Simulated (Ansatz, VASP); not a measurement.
**Two plane-wave programs on Pd**

Contents of INCAR:

```
  PREC = Accurate
  ENCUT = 520
  EDIFF = 1E-7
  ISMEAR = 0
  SIGMA = 0.15
  LREAL = F
  LASPH = T
  NELM = 100
  ALGO = Normal
  ISIF = 2
  LWAVE = F
  LCHARG = T
  LELF = T
  LVHAR = T
  NBANDS = 11
```

Contents of KPOINTS:

```
Automatic mesh
0
Gamma
  20 20 20
```

The input POSCAR:

```
Pd
1.0
    0.0000000000      1.9449000000      1.8282060000
    1.9449000000      0.0000000000      1.8282060000
    1.9449000000      1.9449000000      0.0000000000
Pd
1
Direct
    0.0000000000      0.0000000000      0.0000000000
```

Input for Ansatz:

```yaml
crystal:
  lattice:
    - [0.0, 1.9449, 1.828206]
    - [1.9449, 0.0, 1.828206]
    - [1.9449, 1.9449, 0.0]
  atoms:
    - { symbol: Pd, position: [0.0, 0.0, 0.0] }
basis:
  ecutwfc: 420
kpoints:
  mp_grid: { grid: [20, 20, 20] }
hamiltonian:
  xc: lda
scf:
  occupations: { method: gaussian, width: 0.15 }
output:
  forces: true
  stress: true
  eigenvalues: true
  write_density: true
  write_potential: true
  elf: true
  volumetric_format: npy
```

Change from the starting cell: strain -0.0600 x Voigt [0, 0, 1, 0, 0, 0], atoms carried along.

Alike in both runs: task single point; functional LDA; k mesh 20 × 20 × 20; occupations gaussian, width 0.15 eV; no spin polarisation.

|  | VASP | Ansatz |
| --- | --- | --- |
| version | VASP 6.6.1 | Ansatz 0.2.0 |
| potentials or method | VASP PAW LDA potentials, release 64 (Pd) | scalar-relativistic, plane waves, PAW |
| plane-wave cutoff (eV) | 520 | 420 |
| valence electrons in the cell | 10 | 18 |

|  | VASP | Ansatz | Ansatz less VASP |
| --- | --- | --- | --- |
| gap on the k mesh at the Fermi level (eV) | none | none | - |
| pressure (GPa) | 6.0 | 5.8 | -0.28 |
| largest component of the traceless stress (GPa) | 2.20 | 2.23 | +0.030 |

A gap of «none» marks a metal or a gap that the smearing closes. The two sets of potentials don't hold the same shells in valence.
